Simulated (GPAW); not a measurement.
## Collinear magnetic orders of Co4 Ru3 Co4 0001 with GPAW

Aim: find out whether Co4 Ru3 Co4 0001 carries moments, and which collinear order costs least.

Main program and level: GPAW 26.7.0; PBE; plane waves with GPAW's PAW setups, scalar-relativistic.

## Step 1: The starting structure

The cell holds 11 atoms: 8 Co and 3 Ru. Its edges and angles: a = 2.706 Å, b = 2.706 Å, c = 30.687 Å, α = 90.0°, β = 90.0°, γ = 120.0°. ideal sites on the substrate's mesh, layer spacings from atomic volumes, unrelaxed, 12 A of vacuum. Vacuum lies along c.

## Step 2: Order 1, typed as ferro ++++++++

The parallel start comes first: it fits the smallest cell, keeps the most symmetry and shows whether parallel moments form.

order1.py

```python
import json
import numpy as np
from ase import Atoms
from ase.parallel import paropen, parprint
from gpaw import GPAW

atoms = Atoms(['Co', 'Co', 'Co', 'Co', 'Ru', 'Ru', 'Ru', 'Co', 'Co', 'Co', 'Co'],
    cell=[[2.706, 0.0, 0.0],
         [-1.353, 2.343465, 0.0],
         [0.0, 0.0, 30.686679]],
    scaled_positions=[[0.0, 0.0, 0.195525],
         [0.333333, 0.666667, 0.252566],
         [0.0, 0.0, 0.309607],
         [0.333333, 0.666667, 0.366647],
         [0.0, 0.0, 0.430112],
         [0.333333, 0.666667, 0.5],
         [0.0, 0.0, 0.569888],
         [0.333333, 0.666667, 0.633353],
         [0.0, 0.0, 0.690393],
         [0.333333, 0.666667, 0.747434],
         [0.0, 0.0, 0.804475]],
    pbc=True,
    magmoms=[1.8, 1.8, 1.8, 1.8, 0.0, 0.0, 0.0, 1.8, 1.8, 1.8, 1.8])
atoms.calc = GPAW(mode={'name': 'pw', 'ecut': 450},
    xc='PBE',
    kpts={'size': (20, 20, 1), 'gamma': True},
    occupations={'name': 'fermi-dirac', 'width': 0.05},
    convergence={'density': 1e-05, 'energy': 1e-05},
    maxiter=200,
    mixer={'name': 'pulay', 'beta': 0.03, 'nmaxold': 8, 'weight': 100},
    symmetry={'tolerance': 1e-4},
    txt='order1.txt')
e = atoms.get_potential_energy(force_consistent=True)
res = {'free_energy': e, 'energy_sigma0': atoms.get_potential_energy(), 'fermi_energy': atoms.calc.get_fermi_level()}
res['moments'] = atoms.get_magnetic_moments().tolist()
res['total'] = atoms.get_magnetic_moment()
parprint('site moments (muB):', np.round(res['moments'], 3))
parprint(f"total moment: {res['total']:.3f} muB")
parprint(f'free energy: {e:.6f} eV')
atoms.calc.write('order1.gpw')
with paropen('results.json', 'w') as f:
    json.dump(res, f)
```

Run with:

```sh
$ OMP_NUM_THREADS=1 mpirun -n 4 gpaw python order1.py > order1.log
```

Numbers of over 12 decimals in the logs are rounded to 6 here.

Output:

```text
site moments (muB): [ 1.83   1.739  1.654  1.41   0.045 -0.086  0.045  1.41   1.654  1.739
  1.83 ]
total moment: 12.903 muB
free energy: -89.436208 eV

--- order1.txt ---
Input parameters:
  mode=PW(ecut=450),
  convergence={'density': 1e-05, 'energy': 1e-05},
  kpts=MonkhorstPack(size=(20, 20, 1), gamma=True),
  maxiter=200,
  mixer=Pulay(name='pulay', nmaxold=8, beta=0.03, weight=100, sigma=0.015, g_ss=None),
  occupations=Occupations(name='fermi-dirac', width=0.05),
  symmetry=Symmetry(tolerance=0.0001),
  xc=XC(name='PBE')

Diagonalizing LCAO Hamiltonian
Converting LCAO to pw mode

       Co

        Co

       Co
        Co

       Ru

        Ru

       Ru
        Co

       Co
        Co

       Co

Atoms  # Å, Bohr magnetons
|    | symbol |         x |        y |         z |    initial magnetic moments |
|----|--------|-----------|----------|-----------|-----------------------------|
|  0 |     Co |  0.000000 | 0.000000 |  6.000013 | ( 0.0000,  0.0000,  1.8000) |
|  1 |     Co | -0.000001 | 1.562311 |  7.750412 | ( 0.0000,  0.0000,  1.8000) |
|  2 |     Co |  0.000000 | 0.000000 |  9.500811 | ( 0.0000,  0.0000,  1.8000) |
|  3 |     Co | -0.000001 | 1.562311 | 11.251179 | ( 0.0000,  0.0000,  1.8000) |
|  4 |     Ru |  0.000000 | 0.000000 | 13.198709 | ( 0.0000,  0.0000,  0.0000) |
|  5 |     Ru | -0.000001 | 1.562311 | 15.343340 | ( 0.0000,  0.0000,  0.0000) |
|  6 |     Ru |  0.000000 | 0.000000 | 17.487970 | ( 0.0000,  0.0000,  0.0000) |
|  7 |     Co | -0.000001 | 1.562311 | 19.435500 | ( 0.0000,  0.0000,  1.8000) |
|  8 |     Co |  0.000000 | 0.000000 | 21.185868 | ( 0.0000,  0.0000,  1.8000) |
|  9 |     Co | -0.000001 | 1.562311 | 22.936267 | ( 0.0000,  0.0000,  1.8000) |
| 10 |     Co |  0.000000 | 0.000000 | 24.686666 | ( 0.0000,  0.0000,  1.8000) |

Unit cell  # Å
| periodic |         x |        y |         z |   lengths |     angles |
|----------|-----------|----------|-----------|-----------|------------|
|      yes |  2.706000 | 0.000000 |  0.000000 |  2.706000 |  90.000000 |
|      yes | -1.353000 | 2.343465 |  0.000000 |  2.706000 |  90.000000 |
|      yes |  0.000000 | 0.000000 | 30.686679 | 30.686679 | 119.999997 |

Number of symmetries: 12

BZ-sampling:
  Number of BZ points: 400
  Number of IBZ points: 44

  Monkhorst-Pack size: [20, 20, 1]
  Monkhorst-Pack shift: [0.025, 0.025, 0.0]

K-points  # in reciprocal-cell coordinates
|     |                                coordinates |     weight |
|-----|--------------------------------------------|------------|
|   0 | ( -0.00000000,  -0.00000000,   0.00000000) | 0.00250000 |
|   1 | (  0.05000000,  -0.00000000,   0.00000000) | 0.01500000 |
|   2 | (  0.10000000,  -0.05000000,   0.00000000) | 0.01500000 |
|   3 | (  0.10000000,  -0.00000000,   0.00000000) | 0.01500000 |
|   4 | (  0.15000000,  -0.05000000,   0.00000000) | 0.03000000 |
|   5 | (  0.15000000,  -0.00000000,   0.00000000) | 0.01500000 |
|   6 | (  0.20000000,  -0.10000000,   0.00000000) | 0.01500000 |
|   7 | (  0.20000000,  -0.05000000,   0.00000000) | 0.03000000 |
|   8 | (  0.20000000,  -0.00000000,   0.00000000) | 0.01500000 |
|   9 | (  0.25000000,  -0.10000000,   0.00000000) | 0.03000000 |
| ... |                                            |            |
|  43 | (  0.50000000,   0.50000000,   0.00000000) | 0.00750000 |

Plane wave coefficients: 4271
Cutoff: 450.000000 eV

Spin-components: 2 (collinear spins)
Bands:           85
Projectors:      66
Spin-degeneracy: 1
Datatype:        complex128

Parallelization:
  kpt:    4
  domain: 1
  band:   1

Density:
  Valence electrons: 120.0
  Components: 2
  Grid points: [ 14  14 160]
  Charge: 0.0  # |e|

Potential:
  Grid points: [ 14  14 160]

species:
  Co:
    name:    Cobalt
    Z:       27.0
    valence: 9
    core:    18
    charge:  0.0  # [|e|]
    compensation charges:
      type: gauss
      rc: 0.32  # [Å]
      lmax: 2
    cutoffs:
      filter: 1.87  # [Å]
      core: 2.55  # [Å]
    projectors
    | kind |    occ | energy [eV] | rcut [Å] |
    |------|--------|-------------|----------|
    |   4s |  2.000 |      -5.469 |    1.005 |
    |   4p |  0.000 |      -1.277 |    1.058 |
    |   3d |  7.000 |      -8.205 |    1.005 |
    |    s |        |      21.742 |    1.005 |
    |    p |        |      25.934 |    1.058 |
    |    d |        |      19.007 |    1.005 |

    Using partial waves for Co as LCAO basis

  Ru:
    name:    Ruthenium
    Z:       44.0
    valence: 16
    core:    28
    charge:  0.0  # [|e|]
    compensation charges:
      type: gauss
      rc: 0.39  # [Å]
      lmax: 2
    cutoffs:
      filter: 2.16  # [Å]
      core: 1.30  # [Å]
    projectors
    | kind |    occ | energy [eV] | rcut [Å] |
    |------|--------|-------------|----------|
    |   4s |  2.000 |     -76.316 |    1.281 |
    |   5s |  1.000 |      -4.236 |    1.281 |
    |   4p |  6.000 |     -46.423 |    1.286 |
    |   5p |  0.000 |      -0.913 |    1.286 |
    |   4d |  7.000 |      -5.203 |    1.254 |
    |    d |        |      22.008 |    1.254 |

    Using partial waves for Ru as LCAO basis

Reference energy: -672957.054194  # eV

eigensolver:
  PPCG
  Converge bands: occupied
  niter=2

density mixing:
  Pulay-Mixer
  Linear mixing parameters: 0.03
  Old densities: 8
  Fourier metric: weight=100, sigma=0.015

occupation numbers:
  Fermi-Dirac:
    width: 0.0500  # eV

poisson solver:
  ecut: 3600.000000  # eV

xc functional:
  name: PBE with 2 nearest neighbor stencil

convergence criteria:
- Maximum integral of absolute [dens]ity change: 1e-05 electrons / valence electron
- Maximum [total energy] change in last 3 cyles: 1e-05 eV / valence electron
- Maximum integral of absolute [eigenst]ate change: 4e-08 eV^2 / valence electron
maximum number of iterations: 200

SCF iterations
|iter     |      energy | eigst |  dens |  magmom |
|---------|-------------|-------|-------|---------|
|iter:   1|       0s | -104.769118 | +0.35 |       | +14.4220|
|iter:   2|      16s | -256.172155 | +0.47 | -0.64 | +14.1824|
|iter:   3|      32s | -100.819378 | -0.45 | -0.36 | +14.1188|
|iter:   4|      47s |  -91.968961 | -1.37 | -0.77 | +14.0790|
|iter:   5|      64s |  -91.408531 | -2.24 | -1.09 | +14.0532|
|iter:   6|      79s |  -90.514792 | -1.84 | -1.11 | +13.8309|
|iter:   7|      95s |  -89.874101 | -2.29 | -1.18 | +13.7645|
|iter:   8|     112s |  -89.507626 | -2.16 | -1.27 | +13.6371|
|iter:   9|     129s |  -89.289902 | -2.04 | -1.34 | +13.4155|
|iter:  10|     147s |  -89.229465 | -2.64 | -1.45 | +13.3339|
[... 29 iterations left out ...]
|iter:  40|     623s |  -89.382620c| -7.34 | -4.09 | +12.8995|
|iter:  41|     639s |  -89.382625c| -7.32 | -4.29 | +12.9011|
|iter:  42|     650s |  -89.382627c| -7.85c| -4.46 | +12.9024|
|iter:  43|     663s |  -89.382626c| -8.00c| -4.51 | +12.9019|
|iter:  44|     670s |  -89.382625c| -8.61c| -4.62 | +12.9016|
|iter:  45|     677s |  -89.382626c| -8.76c| -4.63 | +12.9019|
|iter:  46|     685s |  -89.382626c| -8.54c| -4.68 | +12.9023|
|iter:  47|     693s |  -89.382626c| -8.77c| -4.79 | +12.9028|
|iter:  48|     701s |  -89.382626c| -8.66c| -4.93 | +12.9028|
|iter:  49|     708s |  -89.382627c| -8.98c| -5.02c| +12.9030|

Converged in 49 steps
Energy contributions relative to reference atoms: (reference = -672957.054194)

Energy contributions:
  Kinetic:          67.744767
  Coulomb:         -65.513969
  Zero:              1.449638
  External:          0.000000
  Xc:              -93.009481
  Entropy:          -0.107163
  Spinorbit:         0.000000
  ----------------------------
  Free energy:     -89.436208
  Extrapolated:    -89.382627

dipole moment: (-35.221408, -35.200676, -0.000127)  # |e|*Ang

Total magnetic moment: (0.000000, 0.000000, 12.903037)

Local magnetic moments
|        x |        y |         z |
|----------|----------|-----------|
| 0.000000 | 0.000000 |  1.829665 |  # Co   0
| 0.000000 | 0.000000 |  1.739289 |  # Co   1
| 0.000000 | 0.000000 |  1.653652 |  # Co   2
| 0.000000 | 0.000000 |  1.410316 |  # Co   3
| 0.000000 | 0.000000 |  0.044826 |  # Ru   4
| 0.000000 | 0.000000 | -0.085806 |  # Ru   5
| 0.000000 | 0.000000 |  0.044826 |  # Ru   6
| 0.000000 | 0.000000 |  1.410316 |  # Co   7
| 0.000000 | 0.000000 |  1.653652 |  # Co   8
| 0.000000 | 0.000000 |  1.739289 |  # Co   9
| 0.000000 | 0.000000 |  1.829665 |  # Co  10

Fermi level: 6.119
Eigenvalues  # (at kpt = [-0.000, -0.000, 0.000])
| band index |      eig [eV] | occ [0-1] |      eig [eV] | occ [0-1] |
|------------|---------------|-----------|---------------|-----------|
|          0 |       -66.932 |     1.000 |       -66.965 |     1.000 |
|        ... |               |           |               |           |
|         57 |         4.627 |     1.000 |         6.163 |     0.291 |
|         58 |         4.690 |     1.000 |         6.166 |     0.281 |
|         59 |         4.762 |     1.000 |         6.167 |     0.277 |
|         60 |         4.762 |     1.000 |         6.305 |     0.023 |
|         61 |         5.184 |     1.000 |         6.305 |     0.023 |
|         62 |         5.184 |     1.000 |         6.529 |     0.000 |
|         63 |         5.276 |     1.000 |         6.529 |     0.000 |
|         64 |         5.276 |     1.000 |         6.709 |     0.000 |
|         65 |         5.424 |     1.000 |         6.900 |     0.000 |
|         66 |         5.424 |     1.000 |         6.900 |     0.000 |
|         67 |         5.472 |     1.000 |         7.029 |     0.000 |
|         68 |         5.472 |     1.000 |         7.029 |     0.000 |
|         69 |         5.673 |     1.000 |         7.124 |     0.000 |
|         70 |         5.851 |     0.995 |         7.124 |     0.000 |
|         71 |         5.851 |     0.995 |         7.135 |     0.000 |
|        ... |               |           |               |           |
|         84 |        17.781 |     0.000 |        18.102 |     0.000 |

No gap
No difference between direct/indirect transitions
```

The job ended after 12 min (4 MPI ranks of Arm Neoverse V1, shared host; peak memory 1.5 GiB; 49 min of CPU time).

Spin moment in the augmentation sphere by atom:

```csv
atom,spin moment in the augmentation sphere (μB)
Co1,1.83
Co2,1.74
Co3,1.65
Co4,1.41
Ru5,0.04
Ru6,-0.09
Ru7,0.04
Co8,1.41
Co9,1.65
Co10,1.74
Co11,1.83
```

Numbers from this step:

```yaml
magnetization: 12.90 μB
final_state: ferromagnetic
```

After 49 cycles the largest moment stands at 1.83 μB.

(Part 1 of 2 ends here.)

[Logs and program files are shortened in this print: banners, set-up blocks, solver, clock and traceback lines can be left out without a mark of their own.]

[Logs are printed without paths, hosts, clocks, repeated set-up lines and the standing remarks that a program may print on its own settings, such as how far it seeks lower states.]

[Hosts, paths, dates, database ids (printed as entryN), source tags and the programs' standing remarks are cut or masked in the printed files.]

[Where a cell is said to come from a database of computed structures, the database is the Materials Project.]
